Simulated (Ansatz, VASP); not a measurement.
One calculation of Ba, two programs

The input POSCAR:

```
Ba
1.0
    7.5287782099      0.0000000000      0.0000000000
   -3.7643891049      6.5201131892      0.0000000000
    0.0000000000      0.0000000000      4.6154683808
Ba
3
Direct
    0.0000000000      0.0000000000      0.0000000000
    0.3333333333      0.6666666667      0.5000000000
    0.6666666667      0.3333333333      0.5000000000
```

File INCAR.step1:

```
PREC = Accurate
ENCUT = 520
ISMEAR = 0
SIGMA = 0.1
LREAL = False
LASPH = True
NELM = 100
NBANDS = 22
GGA = PE
ALGO = Normal
EDIFF = 1E-4
LWAVE = True
LCHARG = False
```

File INCAR.step2:

```
PREC = Accurate
ENCUT = 520
EDIFF = 1E-7
ISMEAR = 0
SIGMA = 0.1
LREAL = False
LASPH = True
NELM = 100
ALGO = Normal
ISIF = 2
LWAVE = False
LCHARG = False
METAGGA = R2SCAN
LMIXTAU = True
NBANDS = 22
ISTART = 1
```

KPOINTS

```
Automatic mesh
0
Gamma
  3 3 4
```

Input for Ansatz:

```yaml
crystal:
  lattice:
    - [7.5287782099, 0.0, 0.0]
    - [-3.7643891049, 6.5201131892, 0.0]
    - [0.0, 0.0, 4.6154683808]
  atoms:
    - { symbol: Ba, position: [0.0, 0.0, 0.0] }
    - { symbol: Ba, position: [0.3333333333, 0.6666666667, 0.5] }
    - { symbol: Ba, position: [0.6666666667, 0.3333333333, 0.5] }
basis:
  ecutwfc: 500
kpoints:
  mp_grid: { grid: [3, 3, 4] }
hamiltonian:
  xc: r2scan
scf:
  occupations: { method: gaussian, width: 0.1 }
  lower_state_search: "off"
output:
  forces: true
  stress: true
  eigenvalues: true
```

Alike in both runs: task single point; functional r2SCAN; k mesh 3 × 3 × 4; occupations gaussian, width 0.1 eV; no spin polarisation.

|  | VASP | Ansatz |
| --- | --- | --- |
| version | VASP 6.6.1 | Ansatz 0.2.0 |
| potentials or method | VASP PAW PBE potentials, release 64 (Ba_sv) | scalar-relativistic, plane waves, PAW |
| plane-wave cutoff (eV) | 520 | 500 |
| valence electrons in the cell | 30 | 30 |

```tsv
	VASP	Ansatz	Ansatz less VASP
gap on the k mesh at the Fermi level (eV)	none	none	-
pressure (GPa)	-0.9	-0.9	-0.02
largest component of the traceless stress (GPa)	0.22	0.22	+0.001
```

A gap of «none» marks a metal or a gap that the smearing closes.

Caveats: the PAW data sets were made with another functional, which shifts forces and pressure a little (VASP). The runs have no spin-orbit coupling, so splittings on Ba are missing.
